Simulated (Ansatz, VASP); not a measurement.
## Te: VASP beside Ansatz

File POSCAR:

```
Te
1.0
    5.2232600000      0.0000000000      0.0000000000
    0.0000000000      5.2232600000      0.0000000000
    0.0000000000      0.0000000000      5.2232600000
Te
4
Direct
    0.8750000000      0.1250000000      0.6250000000
    0.3750000000      0.3750000000      0.3750000000
    0.1250000000      0.6250000000      0.8750000000
    0.6250000000      0.8750000000      0.1250000000
```

File INCAR.step1:

```
SYSTEM = Te
  ALGO = Normal
  EDIFF = 1E-5
  ENCUT = 520
  GGA = PE
  ISIF = 2
  ISMEAR = -1
  LASPH = .True.
  LCHARG = .False.
  LREAL = .False.
  LWAVE = .True.
  NELM = 80
  PREC = Accurate
  SIGMA = 0.05
```

The input INCAR.step2:

```
SYSTEM = Te
  AEXX = 0.1
  ALGO = Normal
  EDIFF = 1E-6
  ENCUT = 520
  GGA = PE
  HFSCREEN = 0.2
  ISIF = 2
  ISMEAR = -1
  ISTART = 1
  LASPH = .True.
  LCHARG = .False.
  LHFCALC = .True.
  LREAL = .False.
  LWAVE = .False.
  NELM = 80
  PREC = Accurate
  PRECFOCK = Fast
  SIGMA = 0.05
```

KPOINTS

```
k-points
0
Gamma
  3 3 3
  0 0 0
```

input.yaml

```yaml
crystal:
  lattice:
    - [5.22326, 0.0, 0.0]
    - [0.0, 5.22326, 0.0]
    - [0.0, 0.0, 5.22326]
  atoms:
    - { symbol: Te, position: [0.875, 0.125, 0.625] }
    - { symbol: Te, position: [0.375, 0.375, 0.375] }
    - { symbol: Te, position: [0.125, 0.625, 0.875] }
    - { symbol: Te, position: [0.625, 0.875, 0.125] }
hamiltonian:
  xc: { exchange: pbe, correlation: pbe, exx: { coeff: 0.1, omega: 0.2 } }
  pseudopotentials: { kind: paw }
kpoints:
  mp_grid: { grid: [3, 3, 3] }
scf:
  occupations: { method: fermi_dirac, width: 0.05 }
output:
  forces: true
  stress: true
  eigenvalues: true
  write_density: true
  write_potential: true
  elf: true
  volumetric_format: npy
```

The cell was built by a generator and needn't be a form met in nature.

Alike in both runs: task single point; functional HSE(alpha, omega); k mesh 3 × 3 × 3; occupations fermi-dirac, width 0.05 eV; no spin polarisation.

|  | VASP | Ansatz |
| --- | --- | --- |
| version | VASP 6.6.1 | Ansatz 0.2.0 |
| potentials or method | VASP PAW PBE potentials, release 64 (Te) | Ansatz PAW |
| plane-wave cutoff (eV) | 520 | 420 |
| valence electrons in the cell | 24 | 64 |

VASP gave:

| Quantity | Value |
| --- | --- |
| gap on the k mesh at the Fermi level (eV) | 0.26 |
| least direct gap on the mesh (eV) | 0.84 |
| pressure (GPa) | -0.7 |

Task: Which values does Ansatz return?

Result: gap on the k mesh at the Fermi level (eV): 0.26; least direct gap on the mesh (eV): 0.84; pressure (GPa): -0.5.

The two sets of potentials don't hold the same shells in valence.

Caveats: the PAW data sets were made with another functional, which shifts forces and pressure a little (VASP); spin-orbit coupling is left out, which moves the levels of the heavy elements (VASP); an odd mesh through Γ misses points on the zone boundary, where band edges often lie (VASP); the k mesh is coarse (spacing up to 0.40 Å⁻¹), so the values aren't converged, least of all with exact exchange (Ansatz); the PAW data sets come from PBE, with cores solved anew for the run's functional, which leaves a small shift of forces and pressure (Ansatz); the thresholds are loose for stress (Ansatz).
